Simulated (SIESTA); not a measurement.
## HgTe (Coloradoite) under changes of volume

One of the cells (33.215 Å³/atom); the others are scaled copies at fixed shape and fractional positions:

```
Hg Te
1.0
     0.00000    3.21450    3.21450
     3.21450    0.00000    3.21450
     3.21450    3.21450    0.00000
Hg Te
1 1
Direct
  0.00000 0.00000 0.00000
  0.75000 0.75000 0.75000
```

| Quantity | Value |
| --- | --- |
| Program | SIESTA 5.4.2 |
| Functional | AM05 |
| Potentials or basis | PseudoDojo 0.4 standard (PBEsol files) |
| Basis | DZP (energy shift 0.003 Ry; two zetas on semicore shells) |
| Grid cutoff | 800 Ry |
| Energy shift | 0.003 Ry |
| k mesh | 7 × 7 × 7 |
| Occupations | fermi-dirac, width 0.05 eV |
| Spin | no spin polarisation |

```tsv
volume (Å³/atom)	energy over the lowest point (meV/atom)	pressure (GPa)
31.223	80.52	7.1
31.887	54.26	5.6
32.551	34.02	4.2
33.215	?	?
33.880	8.27	2.0
34.544	2.00	1.0
35.208	0.00	0.2
```

What does the run at 33.215 Å³/atom give?

Energy over the lowest point 18.92 meV/atom; pressure 3.1 GPa.

Worked out: A Birch-Murnaghan fit of order 3 (a polynomial in V^(-2/3)) to the other rows has its minimum at 35.26 Å³/atom, just outside them, with B0 = V·E''(V) = 46 GPa and B' = 3.7. It gives 18.71 meV/atom at 33.215 Å³/atom, against the run's 18.92, and -dE/dV = 3.1 GPa, against 3.1.

Energies are extrapolated to zero smearing.

Caveats: short orbitals over semicore shells can move pressures by several GPa; the potentials were made for another functional, which shifts forces and pressure; the basis of atomic orbitals isn't converged, which shifts pressures, moduli and gaps.
